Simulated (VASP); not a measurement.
# MgTe (F-43m) in VASP: further runs

The runs below take MgTe through band structure, G0W0 quasiparticle levels, with HSE06, PBE.

Everything below comes from runs of VASP 6.6.1. Logs are shortened: lines on timing, memory, paths and dates and some standing lists are left out, and cuts for length are marked.

## Step 1: The crystal as given

It takes space group F-43m (No. 216, cubic). The conventional cell has a = 6.464 Å, b = 6.464 Å, c = 6.464 Å, α = 90.00°, β = 90.00°, γ = 90.00°. Around Te (site symmetry -43m) lie 4 Mg at 2.80 Å. Mg (site symmetry -43m) has 4 Te at 2.80 Å as nearest neighbours.

The cell comes from a database or a generator and needn't be the stable form of this composition.

## Step 2: Band structure, HSE06

Contents of POSCAR:

```
MgTe
1.0
    0.0000000000      3.2319988239      3.2319988239
    3.2319988239      0.0000000000      3.2319988239
    3.2319988239      3.2319988239      0.0000000000
Te Mg
1 1
Direct
    0.2500000000      0.2500000000      0.2500000000
    0.0000000000      0.0000000000      0.0000000000
```

Contents of INCAR.step1:

```
SYSTEM = MgTe
ALGO = Normal ; EDIFF = 1E-5
ENCUT = 520 ; GGA = PE
ISIF = 2 ; ISMEAR = 0
LASPH = .TRUE. ; LCHARG = .FALSE.
LREAL = .FALSE. ; LWAVE = .TRUE.
NELM = 100 ; PREC = Accurate
SIGMA = 0.02
```

Contents of INCAR.step2:

```
SYSTEM = MgTe
ALGO = Normal ; EDIFF = 1E-7
ENCUT = 520 ; GGA = PE
HFSCREEN = 0.2 ; ISIF = 2
ISMEAR = 0 ; ISTART = 1
LASPH = .TRUE. ; LCHARG = .FALSE.
LHFCALC = .TRUE. ; LREAL = .FALSE.
LWAVE = .FALSE. ; NELM = 100
PREC = Accurate ; PRECFOCK = Fast
SIGMA = 0.02
```

Contents of KPOINTS:

```
k-points
0
G
  6 6 6
  0 0 0
```

Contents of KPOINTS_OPT:

```
path GXWKGLUWLK,UX
10
line-mode
reciprocal
 0.0000000000  0.0000000000  0.0000000000  G
 0.5000000000  0.0000000000  0.5000000000  X

 0.5000000000  0.0000000000  0.5000000000  X
 0.5000000000  0.2500000000  0.7500000000  W

 0.5000000000  0.2500000000  0.7500000000  W
 0.3750000000  0.3750000000  0.7500000000  K

 0.3750000000  0.3750000000  0.7500000000  K
 0.0000000000  0.0000000000  0.0000000000  G

 0.0000000000  0.0000000000  0.0000000000  G
 0.5000000000  0.5000000000  0.5000000000  L

 0.5000000000  0.5000000000  0.5000000000  L
 0.6250000000  0.2500000000  0.6250000000  U

 0.6250000000  0.2500000000  0.6250000000  U
 0.5000000000  0.2500000000  0.7500000000  W

 0.5000000000  0.2500000000  0.7500000000  W
 0.5000000000  0.5000000000  0.5000000000  L

 0.5000000000  0.5000000000  0.5000000000  L
 0.3750000000  0.3750000000  0.7500000000  K

 0.6250000000  0.2500000000  0.6250000000  U
 0.5000000000  0.0000000000  0.5000000000  X
```

Potentials or basis: VASP PAW PBE potentials, release 64 (Te, Mg).

Command:

```sh
cat potpaw_PBE.64/Te/POTCAR potpaw_PBE.64/Mg/POTCAR > POTCAR
cp INCAR.step1 INCAR
mpirun -np 1 vasp_std > vasp.out
cp INCAR.step2 INCAR
mpirun -np 1 vasp_std > vasp.out
```

OUTCAR:

```text
SYSTEM = MgTe
   EDIFF = 1E-7
   ENCUT = 520
   GGA = PE
   HFSCREEN = 0.2
   ISIF = 2
   ISMEAR = 0
   ISTART = 1
   LASPH = .TRUE.
   LHFCALC = .TRUE.
   LREAL = .FALSE.
   NELM = 100
   PREC = Accurate
   PRECFOCK = Fast

 ion  position               nearest neighbor table
   1  0.250  0.250  0.250-   2 2.80   2 2.80   2 2.80   2 2.80
   2  0.000  0.000  0.000-   1 2.80   1 2.80   1 2.80   1 2.80

  LATTYP: Found a face centered cubic cell.
 ALAT       =     6.4639976478

  Lattice vectors:

 A1 = (   0.0000000000,   3.2319988239,   3.2319988239)
 A2 = (   3.2319988239,   0.0000000000,   3.2319988239)
 A3 = (   3.2319988239,   3.2319988239,   0.0000000000)

Analysis of symmetry for initial positions (statically):
=====================================================================
 Subroutine PRICEL returns:
 Original cell was already a primitive cell.

 Routine SETGRP: Setting up the symmetry group for a
 face centered cubic supercell.

 Subroutine GETGRP returns: Found 24 space group operations
 (whereof 24 operations were pure point group operations)
 out of a pool of 48 trial point group operations.

The static configuration has the point symmetry T_d .

Analysis of symmetry for dynamics (positions and initial velocities):
=====================================================================
 Subroutine PRICEL returns:
 Original cell was already a primitive cell.

 Routine SETGRP: Setting up the symmetry group for a
 face centered cubic supercell.

 Subroutine GETGRP returns: Found 24 space group operations
 (whereof 24 operations were pure point group operations)
 out of a pool of 48 trial point group operations.

The dynamic configuration has the point symmetry T_d .

 Subroutine INISYM returns: Found 24 space group operations
 (whereof 24 operations are pure point group operations),
 and found     1 'primitive' translations

----------------------------------------------------------------------------------------

                                     Primitive cell

  volume of cell :      67.5217

  direct lattice vectors                    reciprocal lattice vectors
     0.000000000  3.231998824  3.231998824    -0.154703027  0.154703027  0.154703027
     3.231998824  0.000000000  3.231998824     0.154703027 -0.154703027  0.154703027
     3.231998824  3.231998824  0.000000000     0.154703027  0.154703027 -0.154703027

  length of vectors
     4.570736570  4.570736570  4.570736570     0.267953502  0.267953502  0.267953502

  position of ions in fractional coordinates (direct lattice)
     0.250000000  0.250000000  0.250000000
     0.000000000  0.000000000  0.000000000

  ion indices of the primitive-cell ions
   primitive index   ion index
                 1           1
                 2           2

----------------------------------------------------------------------------------------

 KPOINTS: k-points

Automatic generation of k-mesh.
 Grid dimensions read from file:
 generate k-points for:    6    6    6

 Generating k-lattice:

  Cartesian coordinates                     Fractional coordinates (reciprocal lattice)
    -0.025783838  0.025783838  0.025783838     0.166666667  0.000000000  0.000000000
     0.025783838 -0.025783838  0.025783838     0.000000000  0.166666667  0.000000000
     0.025783838  0.025783838 -0.025783838     0.000000000  0.000000000  0.166666667

  Length of vectors
     0.044658917  0.044658917  0.044658917

  Shift w.r.t. Gamma in fractional coordinates (k-lattice)
     0.000000000  0.000000000  0.000000000

 Subroutine IBZKPT returns following result:
 ===========================================

 Found     16 irreducible k-points:

 Following reciprocal coordinates:
            Coordinates               Weight
  0.000000  0.000000  0.000000      1.000000
  0.166667  0.000000  0.000000      8.000000
  0.333333  0.000000  0.000000      8.000000
  0.500000  0.000000  0.000000      4.000000
  0.166667  0.166667  0.000000      6.000000
  0.333333  0.166667  0.000000     24.000000
[... 8 lines left out ...]
 -0.333333  0.333333  0.166667     24.000000
 -0.333333  0.500000  0.166667     12.000000
   k-points           NKPTS =     16   k-points in BZ     NKDIM =    216   number of bands    NBANDS=      8
   number of dos      NEDOS =    301   number of ions     NIONS =      2
   total plane-waves  NPLWV =  46656
   dimension x,y,z NGX =    36 NGY =   36 NGZ =   36
   dimension x,y,z NGXF=    72 NGYF=   72 NGZF=   72
   ions per type =               1   1
   NGX,Y,Z   is equivalent  to a cutoff of  13.09, 13.09, 13.09 a.u.
   NGXF,Y,Z  is equivalent  to a cutoff of  26.19, 26.19, 26.19 a.u.
 SYSTEM =  MgTe
   PREC   = accura    normal or accurate (medium, high low for compatibility)
   ISTART =      1    job   : 0-new  1-cont  2-samecut
   ICHARG =      0    charge: 1-file 2-atom 10-const
   ISPIN  =      1    spin polarized calculation?
   LNONCOLLINEAR =      F non collinear calculations
   LSORBIT =      F    spin-orbit coupling
   LASPH  =      T    aspherical Exc in radial PAW
   ENCUT  =  520.0 eV  38.22 Ry    6.18 a.u.   8.50  8.50  8.50*2*pi/ulx,y,z
   NELM   =    100;   NELMIN=  2; NELMDL=  0     # of ELM steps
   EDIFF  = 0.1E-06   stopping-criterion for ELM
   LREAL  =      F    real-space projection
   EDIFFG = 0.1E-05   stopping-criterion for IOM
   NSW    =      0    number of steps for IOM
   IBRION =     -1    ionic relax: 0-MD 1-quasi-New 2-CG
   NFREE  =      0    steps in history (QN), initial steepest desc. (CG)
   ISIF   =      2    stress and relaxation
   ISYM   =      3    0-nonsym 1-usesym 2-fastsym
   POTIM  = 0.5000    time-step for ionic-motion
   TEBEG  =    0.0;   TEEND  =   0.0 temperature during run
   PSTRESS=    0.0 pullay stress
   NELECT =       8.0000    total number of electrons
   NUPDOWN=      -1.0000    fix difference up-down
   EMIN   =  10.00;   EMAX   =-10.00  energy-range for DOS
   EFERMI =   0.00;   METHOD = LEGACY
   ISMEAR =     0;   SIGMA  =   0.02  broadening in eV -4-tet -1-fermi 0-gaus
   EFERMI_NEDOS =   21; number of points for ismear=-14 and -15
   IALGO  =     38    algorithm
   IMIX   =      1    mixing-type and parameters
     AMIX     =   0.40;   BMIX     =  1.00
     AMIX_MAG =   1.60;   BMIX_MAG =  1.00
  volume/ion in A,a.u.               =      33.76       227.83
  Fermi-wavevector in a.u.,A,eV,Ry     =   0.804063  1.519460  8.796411  0.646518
  Thomas-Fermi vector in A             =   1.912049
   LORBIT       =      0    0 simple, 1 ext, 2 COOP (PROOUT), +10 PAW based schemes
   GGA     = PE    functional components
   LHFCALC =     T    Hartree Fock is set to
   PRECFOCK=fast      Normal, Fast or Accurate (Low or Medium for compatibility)
   ENCUT4O =  -1.0   cutoff for four orbital integrals eV
   NKREDX  =     1    reduce k-point grid by
   NKREDY  =     1    reduce k-point grid by
   NKREDZ  =     1    reduce k-point grid by
   AEXX    =    0.2500 exact exchange contribution
   HFSCREEN=    0.2000 screening length (either q_TF or 0.3 A-1)
   HFSCREENC=   0.2000 screening length for correlation (either q_TF or 0.3 A-1)
   ENCUTFOCK=  -1.0 apply spherical cutoff to Coloumb kernel
   IVDW    =     0    specifies the selected vdW correction
   LEPSILON=     F    determine dielectric tensor
   LRPA    =     F    only Hartree local field effects (RPA)
 non-spin polarized calculation
 Gauss-broadening in eV      SIGMA  =   0.02
  energy-cutoff  :      520.00
  volume of cell :       67.52
 maximum number of plane-waves:      1853
 NGX is ok and might be reduce to    36
  NGX = 20; NGY = 20; NGZ = 20

 number of electron       8.0000000 magnetization

 Free energy of the ion-electron system (eV)
  ---------------------------------------------------
  ext. energy  EPLUGINS =         0.00000000
  ---------------------------------------------------
  free energy    TOTEN  =        -7.57557045 eV

  energy without entropy =       -7.57557045  energy(sigma->0) =       -7.57557045

 E-fermi :   1.4082     XC(G=0):  -6.5863

 val. band max:        1.3016646008   @ k =   0.0000   0.0000   0.0000
 cond. band min:       4.4822860420   @ k =   0.0000   0.0000   0.0000
 fundamental gap:      3.1806214412
 Fermi energy:         1.4081828911

 k-point     1 :       0.0000    0.0000    0.0000
  band No.  band energies     occupation
      1      -9.8109      2.00000
      2       1.3017      2.00000
      3       1.3017      2.00000
      4       1.3017      2.00000
      5       4.4823      0.00000
      6       7.6903      0.00000
      7       7.6903      0.00000
      8       7.6903      0.00000

 k-point     2 :       0.1667    0.0000    0.0000
  band No.  band energies     occupation
      1      -9.6647      2.00000
      2       0.0625      2.00000
      3       1.1738      2.00000
      4       1.1738      2.00000
      5       5.3913      0.00000
      6       7.7209      0.00000
      7       7.9645      0.00000
      8       7.9645      0.00000

 k-point     3 :       0.3333    0.0000    0.0000
  band No.  band energies     occupation
      1      -9.3337      2.00000
      2      -1.5360      2.00000
      3       0.9473      2.00000
      4       0.9473      2.00000
      5       5.4781      0.00000
      6       7.9255      0.00000
      7       7.9255      0.00000
      8       9.1570      0.00000

 k-point     4 :       0.5000    0.0000    0.0000
  band No.  band energies     occupation
      1      -9.1424      2.00000
      2      -2.1951      2.00000
      3       0.8456      2.00000
      4       0.8456      2.00000
      5       5.3267      0.00000
      6       7.7336      0.00000
      7       7.7336      0.00000
      8       9.6067      0.00000

 k-point     5 :       0.1667    0.1667    0.0000
  band No.  band energies     occupation
      1      -9.6158      2.00000
      2       0.0886      2.00000
      3       0.9072      2.00000
      4       0.9072      2.00000
      5       5.8931      0.00000
      6       6.7975      0.00000
      7       8.5233      0.00000
      8       8.5233      0.00000
[... 89 lines left out ...]
 k-point    14 :       0.5000    0.3333    0.1667
  band No.  band energies     occupation
      1      -9.1014      2.00000
      2      -1.5452      2.00000
      3      -0.2746      2.00000
      4       0.4200      2.00000
      5       6.5519      0.00000
      6       7.0874      0.00000
      7       7.8454      0.00000
      8      10.1236      0.00000

 k-point    15 :      -0.3333    0.3333    0.1667
  band No.  band energies     occupation
      1      -8.9689      2.00000
      2      -1.7266      2.00000
      3      -0.6252      2.00000
      4       0.1962      2.00000
      5       6.6149      0.00000
      6       7.2888      0.00000
      7       8.8080      0.00000
      8       9.6017      0.00000

 k-point    16 :      -0.3333    0.5000    0.1667
  band No.  band energies     occupation
      1      -8.9082      2.00000
      2      -1.7490      2.00000
      3      -0.5083      2.00000
      4      -0.1849      2.00000
      5       6.0043      0.00000
      6       6.9212      0.00000
      7       9.4018      0.00000
      8       9.8212      0.00000

------------------------ aborting loop because EDIFF is reached ----------------------------------------

  FORCE on cell =-STRESS in cart. coord.  units (eV):
  Direction    XX          YY          ZZ          XY          YZ          ZX
  --------------------------------------------------------------------------------------
  -------------------------------------------------------------------------------------
  Total       -0.0774275     -0.0774275     -0.0774275      0.0000000      0.0000000      0.0000000
  in kB       -1.8372256     -1.8372256     -1.8372256      0.0000000      0.0000000      0.0000000
  external PRESSURE =      -1.8372256 kB  Pullay stress =       0.0000000 kB

 VOLUME and BASIS-vectors are now :
 -----------------------------------------------------------------------------
  energy-cutoff  :      520.00
  volume of cell :       67.52
      direct lattice vectors                 reciprocal lattice vectors
     0.000000000  3.231998824  3.231998824    -0.154703027  0.154703027  0.154703027
     3.231998824  0.000000000  3.231998824     0.154703027 -0.154703027  0.154703027
     3.231998824  3.231998824  0.000000000     0.154703027  0.154703027 -0.154703027

 POSITION                                       TOTAL-FORCE (eV/Angst)
 -----------------------------------------------------------------------------------
      1.61600      1.61600      1.61600        -0.000000     -0.000000     -0.000000
      0.00000      0.00000      0.00000         0.000000      0.000000      0.000000
 -----------------------------------------------------------------------------------
    total drift:                               -0.000001     -0.000001     -0.000000

  FREE ENERGIE OF THE ION-ELECTRON SYSTEM (eV)
  ---------------------------------------------------
  free  energy   TOTEN  =        -7.5755704546 eV

  energy  without entropy=       -7.5755704546  energy(sigma->0) =       -7.57557045
```

Wall time 26 min (1 thread of Intel Xeon Platinum 8488C (Sapphire Rapids), shared host); peak memory 0.4 GiB.

What came out:

```yaml
Free_energy: -7.5756 eV
Pressure: -0.2 GPa
Band_gap_on_the_k_mesh: 3.18 eV, direct
Band_gap_along_the_path: 3.18 eV, direct
```

Levels at the corners of the path, in eV from the valence-band top:
```csv
point,band 1,band 2,band 3,band 4,band 5,band 6,band 7,band 8
Γ,-11.11,0.00,0.00,0.00,3.18,6.39,6.39,6.39
X,-10.22,-3.31,-1.28,-1.28,3.59,4.35,10.82,10.85
X,-10.22,-3.31,-1.28,-1.28,3.59,4.35,10.82,10.92
W,-10.21,-2.91,-2.03,-1.55,5.39,6.63,7.14,7.30
W,-10.21,-2.91,-2.03,-1.55,5.39,6.63,7.14,7.30
K,-10.23,-3.03,-2.09,-1.03,4.24,6.11,8.94,8.99
K,-10.23,-3.03,-2.09,-1.03,4.24,6.11,8.94,8.99
Γ,-11.11,0.00,0.00,0.00,3.18,6.39,6.39,6.39
Γ,-11.11,0.00,0.00,0.00,3.18,6.39,6.39,6.39
L,-10.44,-3.50,-0.46,-0.46,4.03,6.43,6.43,8.31
L,-10.44,-3.50,-0.46,-0.46,4.03,6.43,6.43,8.31
U,-10.23,-3.03,-2.09,-1.03,4.24,6.11,8.95,8.99
U,-10.23,-3.03,-2.09,-1.03,4.24,6.11,8.95,9.01
W,-10.21,-2.91,-2.03,-1.55,5.39,6.63,7.14,7.30
W,-10.21,-2.91,-2.03,-1.55,5.39,6.63,7.14,7.30
L,-10.44,-3.50,-0.46,-0.46,4.03,6.43,6.43,8.31
L,-10.44,-3.50,-0.46,-0.46,4.03,6.43,6.43,8.31
K,-10.23,-3.03,-2.09,-1.03,4.24,6.11,8.94,9.00
U,-10.23,-3.03,-2.09,-1.03,4.24,6.11,8.95,8.99
X,-10.22,-3.31,-1.28,-1.28,3.59,4.35,10.82,10.89
```

Caveat: the PAW data sets were made with another functional, which shifts forces and pressure a little; spin-orbit coupling is left out, which moves the levels of the heavy elements.

(Continued in part 2 of 2.)
